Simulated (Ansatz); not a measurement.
## AlRu under pressure: fit and missing row

AlRu, Pm-3m, a = 2.976 Å. The structure is a Materials Project entry; whether it is the stable form wasn't checked. Ansatz: PBEsol, PAW, 420 eV, Γ-centred 14×14×14 mesh on 2 atoms, Gaussian smearing 0.10 eV; no spin polarisation. Cell and atoms are relaxed at each pressure, and no other structure is tried, so the rows at high pressure may lie past a change of phase.

| V (Å³/atom) | P (GPa) |
| --- | --- |
| 10.341 | 90.00 |
| 11.224 | 50.00 |
| 12.011 | 25.00 |
| 12.553 | 11.95 |
| 12.951 | 4.04 |
| ? | 1.00 |
| 13.183 | 0.00 |
| 13.244 | -1.00 |

Problem. Take V0 = 13.183 Å³/atom, fit the third-order Birch–Murnaghan form to the other rows, and predict the missing volume.

Solution. With the Eulerian strain f = ½[(V0/V)^(2/3) − 1] and y = P/[3f(1 + 2f)^(5/2)], the form is the line y = B0 + 1.5 B0 (B0′ − 4) f. Rows (f, y): 0.08786, 227.8; 0.05661, 225.2; 0.03202, 222.8; 0.01659, 221.3; 0.00595, 219.7; -0.00154, 218.1. Means f = 0.03291, y = 222.48; Σ(Δf)² = 0.005762, ΣΔfΔy = 0.6016; the slope is their ratio. y = 219.0 + 104.4 f GPa, so B0 = 219.0 GPa and B0′ = 4 + 2 × (104.4)/(3 × 219.0) = 4.32. P = 1.00 GPa is met at f = 0.00151 (y = 219.16), so V = V0 (1 + 2f)^(−3/2) = 13.124 Å³/atom. The run gave 13.123 Å³/atom, so the fit is 0.001 Å³/atom too high, within the rms miss on the fitted rows (0.002 Å³/atom).

The mesh isn't the same in all rows (14×14×14, 16×16×16).